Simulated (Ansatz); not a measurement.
# Convergence of a linear-scaling basis for SiC(110)/SiO2(011) interface (118 atoms)

Wanted: errors and times of a linear-scaling basis for SiC(110)/SiO2(011) interface (118 atoms). A setting counts as converged where the r.m.s. difference of forces stays under 1 % of the r.m.s. force.

Calculated with Ansatz 0.2.0; Kohn-Sham DFT, PBE, PAW (set soft_2), plane waves.

## (1) Set-up

The cell holds 118 atoms: 50 Si, 32 C and 36 O. Cell: a = 7.309 Å, b = 14.087 Å, c = 23.903 Å, α = 90.0°, β = 90.0°, γ = 99.6°. It derives from SiC and SiO2. Zinc-blende SiC(110), 4 repeat layers, 8 surface cells, strained -3.21 and -2.58 %; P3_221 (COD entry) SiO2(011), 2 layers, 3 cells, -0.00 and -0.00 %; outer planes 1.24 Å apart, 12 Å of vacuum above; not relaxed, displaced by a Gaussian of 0.02 Å. Regions: SiC, 64 atoms (32 Si and 32 C); SiO2, 54 atoms (18 Si and 36 O). Vacuum lies along c.

Before any run, some limits are plain. The host structure and its lattice constant were typed by rule, without a check against the phase diagram. Beside vacuum, support functions can miss their usual error bounds without a warning.

## (2) Plane-wave single point

The first run fixes the reference, at a cutoff of 420 eV.

Input file input.yaml:

```yaml
crystal:
  lattice:
    - [7.309, 0.0, 0.0]
    - [-2.34851, 13.88996, 0.0]
    - [0.0, 0.0, 23.90319]
  atoms:
    - { symbol: Si, position: [0.62588, 0.87254, 0.25231] }
    - { symbol: C, position: [0.00082, 0.75107, 0.25209] }
    - { symbol: Si, position: [0.93858, 0.8099, 0.31693] }
    - { symbol: C, position: [0.68605, 0.81276, 0.31617] }
    - { symbol: Si, position: [0.62107, 0.87383, 0.3823] }
    - { symbol: C, position: [0.00737, 0.74871, 0.3821] }
    - { symbol: Si, position: [0.94105, 0.81418, 0.44805] }
    - { symbol: C, position: [0.6921, 0.81272, 0.4498] }
    - { symbol: Si, position: [0.25012, 0.74635, 0.25072] }
    - { symbol: C, position: [0.63047, 0.62232, 0.24991] }
    - { symbol: Si, position: [0.56259, 0.69036, 0.31842] }
    - { symbol: C, position: [0.31567, 0.68955, 0.31635] }
    - { symbol: Si, position: [0.25299, 0.74824, 0.38292] }
    - { symbol: C, position: [0.62259, 0.62509, 0.38335] }
    - { symbol: Si, position: [0.56418, 0.68463, 0.4485] }
    - { symbol: C, position: [0.31236, 0.68537, 0.45052] }
    - { symbol: Si, position: [0.87678, 0.62665, 0.25131] }
    - { symbol: C, position: [0.25435, 0.50005, 0.25174] }
    - { symbol: Si, position: [0.18706, 0.56292, 0.31508] }
    - { symbol: C, position: [0.93882, 0.56322, 0.317] }
    - { symbol: Si, position: [0.87303, 0.62116, 0.38223] }
    - { symbol: C, position: [0.24953, 0.50067, 0.38174] }
    - { symbol: Si, position: [0.19508, 0.56385, 0.44846] }
    - { symbol: C, position: [0.93907, 0.56274, 0.44877] }
    - { symbol: Si, position: [0.50364, 0.50078, 0.25119] }
    - { symbol: C, position: [0.87628, 0.37369, 0.25138] }
    - { symbol: Si, position: [0.81117, 0.43611, 0.31514] }
    - { symbol: C, position: [0.5635, 0.43739, 0.31833] }
    - { symbol: Si, position: [0.50218, 0.50036, 0.38219] }
    - { symbol: C, position: [0.87166, 0.37342, 0.38199] }
    - { symbol: Si, position: [0.81008, 0.43477, 0.449] }
    - { symbol: C, position: [0.56395, 0.4397, 0.44989] }
    - { symbol: Si, position: [0.12373, 0.37279, 0.25077] }
    - { symbol: C, position: [0.50171, 0.25074, 0.25044] }
    - { symbol: Si, position: [0.44064, 0.31149, 0.31706] }
    - { symbol: C, position: [0.19044, 0.31235, 0.3165] }
    - { symbol: Si, position: [0.1264, 0.37584, 0.38232] }
    - { symbol: C, position: [0.4996, 0.2492, 0.38275] }
    - { symbol: Si, position: [0.43762, 0.30931, 0.45037] }
    - { symbol: C, position: [0.19558, 0.31108, 0.44725] }
    - { symbol: Si, position: [0.75047, 0.25091, 0.25098] }
    - { symbol: C, position: [0.12911, 0.12414, 0.25017] }
    - { symbol: Si, position: [0.06182, 0.18567, 0.31678] }
    - { symbol: C, position: [0.81564, 0.18681, 0.31744] }
    - { symbol: Si, position: [0.74899, 0.25028, 0.38358] }
    - { symbol: C, position: [0.12635, 0.12257, 0.38272] }
    - { symbol: Si, position: [0.05915, 0.18865, 0.44944] }
    - { symbol: C, position: [0.81632, 0.18617, 0.44971] }
    - { symbol: Si, position: [0.3779, 0.12511, 0.25223] }
    - { symbol: C, position: [0.75488, 0.00137, 0.25048] }
    - { symbol: Si, position: [0.68701, 0.0609, 0.3164] }
    - { symbol: C, position: [0.44316, 0.06239, 0.31794] }
    - { symbol: Si, position: [0.37847, 0.12446, 0.3823] }
    - { symbol: C, position: [0.74855, 0.99975, 0.38191] }
    - { symbol: Si, position: [0.68549, 0.05957, 0.44824] }
    - { symbol: C, position: [0.43662, 0.0624, 0.44765] }
    - { symbol: Si, position: [0.00204, 0.00088, 0.25132] }
    - { symbol: C, position: [0.37257, 0.87391, 0.25169] }
    - { symbol: Si, position: [0.3124, 0.93774, 0.31759] }
    - { symbol: C, position: [0.06815, 0.93974, 0.31759] }
    - { symbol: Si, position: [0.00253, 0.00028, 0.38259] }
    - { symbol: C, position: [0.37422, 0.87581, 0.38233] }
    - { symbol: Si, position: [0.3138, 0.93627, 0.44835] }
    - { symbol: C, position: [0.06365, 0.93771, 0.4498] }
    - { symbol: Si, position: [0.66208, 0.106, 0.55634] }
    - { symbol: Si, position: [0.88276, 0.94567, 0.57325] }
    - { symbol: Si, position: [0.24238, 0.07389, 0.5348] }
    - { symbol: O, position: [0.74493, 0.16569, 0.60887] }
    - { symbol: O, position: [0.75699, 0.01431, 0.5458] }
    - { symbol: O, position: [0.09738, 0.98464, 0.5606] }
    - { symbol: O, position: [0.15928, 0.17051, 0.55026] }
    - { symbol: O, position: [0.6987, 0.1757, 0.50241] }
    - { symbol: O, position: [0.43453, 0.07632, 0.56575] }
    - { symbol: Si, position: [0.1409, 0.21088, 0.69373] }
    - { symbol: Si, position: [0.36505, 0.04873, 0.71431] }
    - { symbol: Si, position: [0.7256, 0.1745, 0.67525] }
    - { symbol: O, position: [0.89749, 0.93449, 0.74983] }
    - { symbol: O, position: [0.23887, 0.1176, 0.68594] }
    [... 34 atom lines left out ...]
    - { symbol: O, position: [0.23188, 0.26872, 0.74901] }
    - { symbol: O, position: [0.56633, 0.44753, 0.68411] }
    - { symbol: O, position: [0.91618, 0.41858, 0.69998] }
    - { symbol: O, position: [0.64943, 0.27453, 0.68947] }
    - { symbol: O, position: [0.18818, 0.27897, 0.64069] }
    - { symbol: O, position: [0.25682, 0.50923, 0.70282] }
kpoints:
  mp_grid: { grid: [2, 1, 1] }
hamiltonian:
  xc: pbe
scf:
  occupations: { method: gaussian, width: 0.05 }
output:
  forces: true
  populations: true
  dos:
    method: { smearing: { sigma: 0.08 } }
    de: 0.1
    projected:
      site_lists:
        C: [C]
        O: [O]
        Si: [Si]
        SiC: [0, 1, 2, 3, 4, 5, 6, 7, 8, 9, 10, 11, 12, 13, 14, 15, 16, 17, 18, 19, 20, 21, 22, 23, 24, 25, 26, 27, 28, 29, 30, 31, 32, 33, 34, 35, 36, 37, 38, 39, 40, 41, 42, 43, 44, 45, 46, 47, 48, 49, 50, 51, 52, 53, 54, 55, 56, 57, 58, 59, 60, 61, 62, 63]
        SiO2: [64, 65, 66, 67, 68, 69, 70, 71, 72, 73, 74, 75, 76, 77, 78, 79, 80, 81, 82, 83, 84, 85, 86, 87, 88, 89, 90, 91, 92, 93, 94, 95, 96, 97, 98, 99, 100, 101, 102, 103, 104, 105, 106, 107, 108, 109, 110, 111, 112, 113, 114, 115, 116, 117]
  eigenvalues: true
  write_density: true
  write_potential: true
  volumetric_format: npy
```

On the command line:

```bash
ansatz run input.yaml --threads 4 --pin off --max-ram 8192MiB --backend cpu --events-out ev --progress --plain --runs-dir out
```

Standard output:

```text
Engine: ansatz 0.2.0, x86_64-unknown-linux-gnu
Pseudopotentials: kind: paw
Pseudopotential: Si, paw, valence charge 4, recommended cutoff 420 eV (normal), Si.paw.azcp
Pseudopotential: C, paw, valence charge 4, recommended cutoff 420 eV (normal), C.paw.azcp
Pseudopotential: O, paw, valence charge 6, recommended cutoff 420 eV (normal), O.paw.azcp
Functional definition: PBE
  parameter kappa = 0.804
  parameter beta = 0.066725
  exchange = pbe_x(kappa = kappa, mu = beta*pi^2/3)
  correlation = pbe_c(beta = beta)
Crystal: 118 atoms, lattice volume = 2426.693 Å³
Basis set: ecut = 420 eV, 47489 PW (Γ), exchange–correlation on 100×192×320 points (8 copies of the dense FFT grid, shifted against one another)
Bands: 390, of which v1, the nominal top of the filled ones, is band 272 counted from 1 (271 counted from 0)
Symmetry: 1 space group operations
Space group: P1 (ITA 1), of the structure as read, at distance tolerance 1.3e-4 Å
k-points: 2
Non-local potential: Si, projectors of the file, l = 0: 2, l = 1: 2, l = 2: 2
Non-local potential: C, projectors of the file, l = 0: 2, l = 1: 2, l = 2: 1
Non-local potential: O, projectors of the file, l = 0: 2, l = 1: 2, l = 2: 1
PAW form: soft (Blöchl's): semilocal exchange-correlation on the pseudo side does not see the compensation charge
PAW one-centre angular grid: Si, 110 points (default); XC on 64 Gauss nodes
PAW one-centre angular grid: C, 110 points (default); XC on 64 Gauss nodes
PAW one-centre angular grid: O, 110 points (default); XC on 64 Gauss nodes
Initial density: superposition of atomic densities (neutral atoms: chi_scale 0, normalization atom), corrected by the library's trained network
Initial wavefunctions: pseudopotential atomic-orbital guess
Functional: x = pbe(κ = 0.804, μ = 0.219515), c = pbe(β = 0.066725)
SCF iter   1: F=—  HF=-60246.304466 eV  |F-HF|=—  |Δ(HF+E_count)|=         —  Δρ=2.23e-2  dr2=1.23e2  ethr=1.77e-3  ⟨swp⟩=7.5  Hψ=4072  notcnv=0  defer=190
preconditioner: auto → LDOS  [metal: Δε(μ)=0.020 eV  Ē_g=13.067 eV  σ=0.050 eV  W_gap=0.22  n_scr=400 (ndim 8)  ℏωp=17.5 eV  f_vac=0.402  D(μ)=43.76/eV (n_scr^D=224)  β→1.0]
SCF iter   2: F=—  HF=-60488.810102 eV  |F-HF|=—  |Δ(HF+E_count)|=    2.43e2  Δρ=1.66e-1  dr2=7.69e3  ethr=1.77e-3  ⟨swp⟩=4.0  Hψ=1694  notcnv=0  defer=219  recentre
SCF iter   3: F=—  HF=-60245.248823 eV  |F-HF|=—  |Δ(HF+E_count)|=    2.44e2  Δρ=1.21e-2  dr2=8.55e0  ethr=1.77e-3  ⟨swp⟩=3.0  Hψ=1441  notcnv=0  defer=218
SCF iter   4: F=—  HF=-60244.544557 eV  |F-HF|=—  |Δ(HF+E_count)|=   7.04e-1  Δρ=8.54e-3  dr2=5.29e0  ethr=1.57e-3  ⟨swp⟩=2.0  Hψ=975  notcnv=0  defer=215
SCF iter   5: F=—  HF=-60244.636726 eV  |F-HF|=—  |Δ(HF+E_count)|=   9.22e-2  Δρ=2.76e-2  dr2=6.43e1  ethr=9.72e-4  ⟨swp⟩=2.0  Hψ=587  notcnv=0  defer=215  recentre
SCF iter   6: F=—  HF=-60244.172449 eV  |F-HF|=—  |Δ(HF+E_count)|=   4.64e-1  Δρ=4.95e-3  dr2=1.98e0  ethr=9.72e-4  ⟨swp⟩=2.0  Hψ=905  notcnv=0  defer=210
SCF iter   7: F=—  HF=-60244.074492 eV  |F-HF|=—  |Δ(HF+E_count)|=   9.80e-2  Δρ=3.65e-3  dr2=1.14e0  ethr=3.64e-4  ⟨swp⟩=2.0  Hψ=575  notcnv=0  defer=210
SCF iter   8: F=—  HF=-60244.016444 eV  |F-HF|=—  |Δ(HF+E_count)|=   5.80e-2  Δρ=1.86e-3  dr2=2.65e-1  ethr=2.10e-4  ⟨swp⟩=2.0  Hψ=973  notcnv=0  defer=210
SCF iter   9: F=—  HF=-60244.001292 eV  |F-HF|=—  |Δ(HF+E_count)|=   1.52e-2  Δρ=1.48e-3  dr2=1.53e-1  ethr=4.87e-5  ⟨swp⟩=2.0  Hψ=819  notcnv=0  defer=210
SCF iter  10: F=—  HF=-60244.000695 eV  |F-HF|=—  |Δ(HF+E_count)|=   5.96e-4  Δρ=1.20e-3  dr2=8.00e-2  ethr=2.81e-5  ⟨swp⟩=2.0  Hψ=900  notcnv=0  defer=209
[...]
SCF iter  12: F=—  HF=-60243.997750 eV  |F-HF|=—  |Δ(HF+E_count)|=   8.46e-4  Δρ=4.99e-4  dr2=1.71e-2  ethr=6.59e-6  ⟨swp⟩=1.0  Hψ=571  notcnv=0  defer=209
SCF iter  13: F=—  HF=-60243.996892 eV  |F-HF|=—  |Δ(HF+E_count)|=   8.58e-4  Δρ=1.54e-4  dr2=6.71e-4  ethr=3.15e-6  ⟨swp⟩=2.0  Hψ=573  notcnv=0  defer=209
SCF iter  14: F=—  HF=-60243.997010 eV  |F-HF|=—  |Δ(HF+E_count)|=   1.18e-4  Δρ=7.08e-5  dr2=1.94e-4  ethr=1.23e-7  ⟨swp⟩=2.0  Hψ=1107  notcnv=0  defer=209
SCF iter  15: F=—  HF=-60243.997041 eV  |F-HF|=—  |Δ(HF+E_count)|=   3.08e-5  Δρ=3.98e-5  dr2=6.93e-5  ethr=3.56e-8  ⟨swp⟩=2.0  Hψ=1093  notcnv=0  defer=209
SCF iter  16: F=—  HF=-60243.996812 eV  |F-HF|=—  |Δ(HF+E_count)|=   2.29e-4  Δρ=2.35e-5  dr2=2.37e-5  ethr=1.27e-8  ⟨swp⟩=2.0  Hψ=1098  notcnv=0  defer=209
SCF iter  17: F=—  HF=-60243.996818 eV  |F-HF|=—  |Δ(HF+E_count)|=   6.35e-6  Δρ=1.56e-5  dr2=1.06e-5  ethr=4.36e-9  ⟨swp⟩=2.0  Hψ=1106  notcnv=0  defer=209
SCF iter  18: F=—  HF=-60243.996821 eV  |F-HF|=—  |Δ(HF+E_count)|=   2.31e-6  Δρ=7.45e-6  dr2=3.15e-6  ethr=1.94e-9  ⟨swp⟩=2.0  Hψ=1085  notcnv=0  defer=209
SCF iter  19: F=—  HF=-60243.996822 eV  |F-HF|=—  |Δ(HF+E_count)|=   1.46e-6  Δρ=3.63e-6  dr2=7.13e-7  ethr=5.78e-10  ⟨swp⟩=2.0  Hψ=917  notcnv=0  defer=209
SCF iter  20: F=—  HF=-60243.996822 eV  |F-HF|=—  |Δ(HF+E_count)|=   6.28e-8  Δρ=1.83e-6  dr2=1.24e-7  ethr=1.31e-10  ⟨swp⟩=2.0  Hψ=953  notcnv=0  defer=209
SCF iter  21: F=-60243.996823 eV  HF=-60243.996822 eV  |F-HF|=2.03e-7  |Δ(HF+E_count)|=   2.98e-7  Δρ=1.02e-6  dr2=3.05e-8  ethr=1.84e-11  ⟨swp⟩=31.5  Hψ=8437  notcnv=0
SCF 1 converged in 21 iterations: F = -60243.996823 eV  dr2 = 3.05e-8
  greatest PAW one-centre occupation: 0.876 electrons in one spin orbital (limit 2), on the O atom at site 107 (counted from 0), in its partial waves of l = 0
WARN: The output density's exchange-correlation potential varies sharply where the density is thin. Do not read a vacuum level from v_tot or v_xc, or from such a field of the output density. On a cell that repeats whose density bears no net charge and no dipole along the vacuum's axis use v_es (v_loc + v_h of the components); [...]
SCF converged after 21 iterations
Free energy (F): -60243.996823 eV
Harris-Foulkes:  -60243.996822 eV  (|F-HF|=2.03e-7)
Internal energy: -60243.960124 eV  (E = F + TS)
E sigma→0 (E₀):  -60243.978473 eV
Entropy (-TS):   -0.036699 eV (-0.311 meV/atom)
Fermi energy:    1.750950 eV
--- Per-component energies (eV) ---
  E_band       = -3391.643213
  E_kinetic    = 11515.640697
  E_local      = -239068.349794  (includes V_loc(G=0)·N_el)
  E_nonlocal   = 3849.593667
  E_hartree    = 114844.512806
  E_xc         = -7019.135991
  E_vxc        = -7720.378307  (∫ρ·V_xc dr)
  E_paw        = -34535.292160  (= ΣΔE_a)
  E_vpaw       = -1657.270267  (= ΣTr[D̂ρ^β])
  E_aug_tail   = 0.093020  (compensation charges beyond the density's cutoff)
  E_ewald      = 90168.977632
  E_smearing   = -0.036699  (= −TS)
  E_closure    = -0.000000  (closes the sum)
  Σ components = -60243.996823   (vs F -60243.996823, Δ=0.00e0)
--- Forces (eV/Å), atoms counted from 1 ---
  atom   1  Si    -1.53255002     2.59864432     0.83908865
  atom   2  C      0.57361353    -1.34948129    -1.09326592
  atom   3  Si     0.82181278     0.39908966    -0.39319423
  atom   4  C      0.89661544    -0.22816360     0.28516480
  atom   5  Si     0.79905675    -0.56400586     1.51640085
  atom   6  C     -1.45630050    -0.39044433     0.32348939
  atom   7  Si    -0.02613954    -0.92590452    -0.39783402
  atom   8  C     -1.05906711    -0.97745883    -2.22261595
  atom   9  Si    -1.05912310     2.58817535     1.41318631
  atom  10  C     -0.28019599    -0.15883736     0.01612287
  atom  11  Si     0.92610000    -1.65203650    -1.75167223
  atom  12  C     -0.21170298    -1.24028542    -0.30884202
  atom  13  Si     0.53374459    -0.08377728     0.82541671
  atom  14  C      0.61413805    -0.37513266     0.09012180
[...]
atom 117  O      0.01803033     0.54053620    -2.32102472
  atom 118  O      0.57178801    -0.06433964     0.18367847
  max |Σ_I F_I| component: 5.46e-5 eV/Å
--- Band table (eV) ---
  k-point 0: bands = ["-21.4694", "-21.2919", "-21.0147", "-20.5580", [... 374 levels ...], "9.1511", "9.1808", "9.2230", "9.2509", "9.2654", "9.2788", "9.3201", "9.3625", "9.3822", "9.4047", "9.4489", "9.4641"]
  k-point 1: bands = ["-21.4107", "-21.2415", "-21.1154", "-20.5803", [... 374 levels ...], "9.0912", "9.1171", "9.1279", "9.1780", "9.1971", "9.2140", "9.2378", "9.2454", "9.2748", "9.3052", "9.3336", "9.3636"]
--- Löwdin populations: 118 sites ---
  site symbol       q [e]
     0     Si      2.9790
     1      C      4.9336
     2     Si      2.9130
[...]
117      O      6.7776
  spilling = 0.013404 (of n_electrons = 544.000000)
```

It took 82 s on 4 threads of Intel Xeon Platinum 8375C at 2.90GHz (Ice Lake), shared host; peak memory 6 GiB; 5.2 min of CPU time.

In the SCF lines HF is the Harris–Foulkes energy and dr2 the Hartree energy of the density residual, in eV; the loop may stop once dr2 is under the threshold and the program's other checks hold. Hψ counts applications of the Hamiltonian.

The program notes that it cut back its work space to fit the memory limit and the exchange-correlation potential is rough where the density is thin.

The run gave:

- free energy: -60243.9968 eV
- free energy per atom: -510.5423 eV/atom
- SCF cycles: 21
- r.m.s. force component: 1.286 eV/Å
- longest force: 6.014 eV/Å
- Fermi energy: 1.751 eV
- levels partly filled by over 2 per cent: 5
- spilling of the projection: 0.0134

The r.m.s. force component of 1.3 eV/Å sets the scale for the differences below.

## (3) Support functions medium

The cell is solved in localised support functions. Besides, the program derives a nominal cutoff of 464 eV for this run, against the reference's 420.

This step: Kohn-Sham DFT, PBE, PAW (set soft_2), localised support functions (medium) (Ansatz 0.2.0).

input.yaml, the sections that differ from step 2:

```yaml
scf:
  occupations: { method: gaussian, width: 0.05 }
  eigensolver: { kind: { support_functions: { accuracy: medium } } }
  mixing: { beta: 0.2 }
  max_iter: 150
output:
  forces: true
  eigenvalues: true
# crystal, kpoints, hamiltonian: as in step 2
```

Standard output:

```text
Warning: scf.eigensolver.kind.support_functions: disabling space-group detection — the functions' gradient is summed over unrotated k-points, so no spatial operation reduces the k-mesh or symmetrises the density; time reversal is kept, so that k and −k are solved as one point where they differ and the mesh holds both, and exact exchange and, on two spinor components, a DFT+U term hold to it where the run has them: [...]
Warning: basis.ecutwfc = 464 eV, auto-derived: no grid that the accuracy of the support functions lays serves the files at the lower one that their records recommend; a deck with other species or settings can derive another value
settings of this run that can trade accuracy for cost: scf.eigensolver.kind.support_functions [...]
[...]
Crystal: 118 atoms, lattice volume = 2426.693 Å³
Basis set: ecut = 464 eV, 55063 PW (Γ), exchange–correlation on 120×240×360 points (8 copies of the dense FFT grid, shifted against one another)
Bands: 327, of which v1, the nominal top of the filled ones, is band 272 counted from 1 (271 counted from 0)
Symmetry: 1 space group operations
k-points: 2
[...]
SCF iter   1: F=—  HF=-60311.222636 eV  |F-HF|=—  |Δ(HF+E_count)|=         —  Δρ=1.19e-1  dr2=4.52e2  ethr=1.00e-1
[...]
SCF iter  31: F=—  HF=-60244.375979 eV  |F-HF|=—  |Δ(HF+E_count)|=   7.41e-2  Δρ=1.92e-3  dr2=2.80e-1  ethr=5.21e-5
[...]
iteration 31: the SCF's residuals had fallen too slowly under its mixing. It goes on by minimising its free energy, and can end on another state than longer mixing would; under `scf.algorithm: density_mixing` no SCF does so, but by `scf.convergence.dm_fallback`
SCF iter  32: F=—  HF=-60244.394287 eV  |F-HF|=—  |Δ(HF+E_count)|=   1.83e-2  Δρ=3.00e-3  dr2=1.26e0  ethr=5.15e-5
SCF iter  33: F=—  HF=-60244.371687 eV  |F-HF|=—  |Δ(HF+E_count)|=   2.26e-2  Δρ=4.77e-4  dr2=7.82e-3  ethr=5.15e-5
[...]
SCF iter  39: F=-60244.373639 eV  HF=-60244.373639 eV  |F-HF|=1.81e-7  |Δ(HF+E_count)|=   7.75e-8  Δρ=1.64e-6  dr2=2.08e-7  ethr=1.67e-10
SCF iter  40: F=-60244.373639 eV  HF=-60244.373639 eV  |F-HF|=3.15e-7  |Δ(HF+E_count)|=   6.80e-9  Δρ=1.96e-6  dr2=3.37e-7  ethr=3.82e-11
SCF 1 converged in 40 iterations: F = -60244.384530 eV  dr2 = 3.37e-7
[...]
SCF converged after 40 iterations
Free energy (F): -60244.384530 eV
[...]
Internal energy: -60244.347861 eV  (E = F + TS)
E sigma→0 (E₀):  -60244.366195 eV
Entropy (-TS):   -0.036670 eV (-0.311 meV/atom)
Fermi energy:    1.751188 eV
[...]
Σ components = -60244.384530   (vs F -60244.384530, Δ=0.00e0)
--- Forces (eV/Å), atoms counted from 1 ---
  atom   1  Si    -1.53269172     2.59887739     0.83951587
  atom   2  C      0.57375275    -1.34988253    -1.09253882
  atom   3  Si     0.82202448     0.39886457    -0.39356672
  atom   4  C      0.89677647    -0.22815914     0.28532475
[...]
atom 118  O      0.57221337    -0.06401819     0.18380324
  max |Σ_I F_I| component: 9.60e-4 eV/Å
--- Band table (eV) ---
[...]
```

The job ended after 7.9 min (4 threads; peak memory 6.2 GiB; 31 min of CPU time).

The program notes that the band table was not solved further than the SCF left it and it switched symmetry off.

Keys that differ from the reference: support_functions.accuracy = "medium", scf.max_iter = 150 and scf.mixing.beta = 0.2.

Forces differ from the reference by 0.47 meV/Å r.m.s., 0.036 % of their size, well within a tolerance of 1 %; the energy by -3.3 meV/atom.

(Continued in part 2 of 4.)

[Long decimals in the printed logs are rounded to 6 places.]

[Logs are printed without paths, hosts, clocks, repeated set-up lines and the standing remarks that a program may print on its own settings, such as how far it seeks lower states.]

[Hosts, paths, dates, database ids (printed as entryN), source tags and the programs' standing remarks are cut or masked in the printed files.]
